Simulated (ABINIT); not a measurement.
Planning a run of ABINIT 10.8.3 on KI (Fm-3m). The input:

```
acell 3*1.0 Angstrom
rprim 
  0.000000000000 3.532775000000 3.532775000000
  3.532775000000 0.000000000000 3.532775000000
  3.532775000000 3.532775000000 -0.000000000000
ntypat 2
znucl 19 53
natom 2
typat 1 2
xred 
  0.000000000000 0.000000000000 0.000000000000
  0.500000000000 0.500000000000 0.500000000000
pp_dirpath "pseudos"
pseudos "K.upf, I.upf"
ecut 33
nspinor 2
ngkpt 4 4 4
nshiftk 1
shiftk 0 0 0
kptopt 1
chksymbreak 0
iscf -2
irdden 1
istwfk *1
nband 286
nbdbuf 26
tolwfr 1e-09
nstep 60
prtvol 0
indata_prefix "in"
outdata_prefix "out"
tmpdata_prefix "tmp"
```

```sh
OMP_NUM_THREADS=1 mpirun -n 4 abinit run.abi > log
```

**Question.** Estimate wall time and host memory on 4 MPI ranks of Arm Neoverse V1, shared host.

It took 7 min; on shared hardware allow 3.5 min to 14 min. Peak host memory was 0.75 GiB.

[Paths, hosts, dates, memory and timing lines, banners, echoed tables and standing remarks are left out of the program output.]

[Logs are printed without paths, hosts, clocks, repeated set-up lines and the standing remarks that a program may print on its own settings, such as how far it seeks lower states.]

[Runs of the session that timed out or met a known fault of the program may be left out.]

[No measured gap is set beside runs whose start may be inverted or whose files or cutoffs have a known fault.]

[Hosts, paths, dates, database ids (printed as entryN), source tags and the programs' standing remarks are cut or masked in the printed files.]

[G0W0 gaps are taken among the corrected bands and points alone; a level outside them can change the order at an edge.]

[Where Ansatz stands beside ABINIT at settings called matched, ABINIT's density can come from a denser mesh and the files from another edition; pairs whose starting gaps differed by over 0.03 eV were left out, so agreement reads better than it is.]
